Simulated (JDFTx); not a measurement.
# TaS2 under changes of volume

One of the cells (18.984 Å³/atom); the others are scaled copies at fixed shape and fractional positions:

```
Ta S
1.0
     3.35000    0.00000    0.00000
    -1.67500    2.90119    0.00000
     0.00000    0.00000    5.86000
Ta S
1 2
Cartesian
  0.0000 0.0000 0.0000
  1.6750 0.9671 4.3950
  0.0000 1.9341 1.4650
```

```yaml
Program: JDFTx 1.7.0 (patched build)
Functional: PBEsol
Potentials_or_basis: PseudoDojo-SR-PBEsol-0.4.1-standard with smoothed tails
Cutoff: 789 eV
Density_cutoff: 6313 eV
k_mesh: 9 × 9 × 5
Occupations: fermi-dirac, width 0.05 eV
Spin: no spin polarisation
```

| volume (Å³/atom) | energy over the lowest point (meV/atom) | pressure (GPa) | largest force (eV/Å) |
| --- | --- | --- | --- |
| 17.845 | 72.85 | 14.8 | 2.122 |
| 18.225 | 42.54 | 10.9 | 1.711 |
| 18.605 | 20.89 | 7.4 | 1.329 |
| 18.984 | 7.07 | 4.3 | 0.973 |
| 19.364 | ? | ? | ? |
| 19.744 | 0.00 | -1.1 | 0.331 |
| 20.123 | 5.47 | -3.4 | 0.042 |

Task: What does the run at 19.364 Å³/atom give?

Result: Energy over the lowest point 0.33 meV/atom; pressure 1.5 GPa; largest force 0.640 eV/Å.

Worked out: A Birch-Murnaghan fit of order 3 (a polynomial in V^(-2/3)) to the other rows has its minimum at 19.57 Å³/atom with B0 = V·E''(V) = 132 GPa and B' = 4.0 at fixed shape and positions, which overstates the stiffness. It gives 0.32 meV/atom at 19.364 Å³/atom, against the run's 0.33, and -dE/dV = 1.4 GPa, against 1.5.

Energies are extrapolated to zero smearing.

Caveats: this functional lacks dispersion, which binds the layers, so the pressure and a relaxed spacing across them are unreliable; forces of over 1 eV/Å show positions far from the minimum, so gaps and moduli don't describe the material at rest (some runs).
